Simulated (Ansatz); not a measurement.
# V across functionals

```xyz
1
Lattice="0.0000 1.8950 1.8950 1.8950 0.0000 1.8950 1.8950 1.8950 0.0000" Properties=species:S:1:pos:R:3 pbc="T T T"
V     0.0000    0.0000    0.0000
```

The conventional cell has a = 3.790 Å, b = 3.790 Å, c = 3.790 Å, α = 90.00°, β = 90.00°, γ = 90.00°. Around V (atom 1) lie 12 V at 2.68 Å.

The cell is COD entry 1534881, as deposited and not checked against the literature; nothing was relaxed.

One fixed cell is solved with several functionals by PAW with the default files in Ansatz 0.2.0, scalar-relativistically. A positive pressure means that the functional wants a larger cell.

The PAW files were made with PBE; their cores are remade for each functional.

The runs use a Γ-centred 16×16×16 k mesh, Fermi–Dirac smearing of 0.05 eV, cutoff 420 eV, spin-polarised from start moments V 1.5 μB (the moments died away, and the run ended non-magnetic).

Cutoffs: PBE 420 eV, LDA 420 eV, PBEsol 420 eV, r²SCAN 500 eV.

```tsv
setting	P (GPa)	lowest spin-up level at Γ above −25 eV, from the valence-band top or, without a gap, the Fermi level (eV)
PBE	3.92	-6.89
LDA	?	-6.81
PBEsol	-2.97	-6.90
r²SCAN	1.62	?
```

**Question.** Fill in "P (GPa)" for the row "LDA".

**Answer.** -8.94.

**Question.** Give the missing entry: row "r²SCAN", column "lowest spin-up level at Γ above −25 eV, from the valence-band top or, without a gap, the Fermi level (eV)".

**Answer.** -7.38.
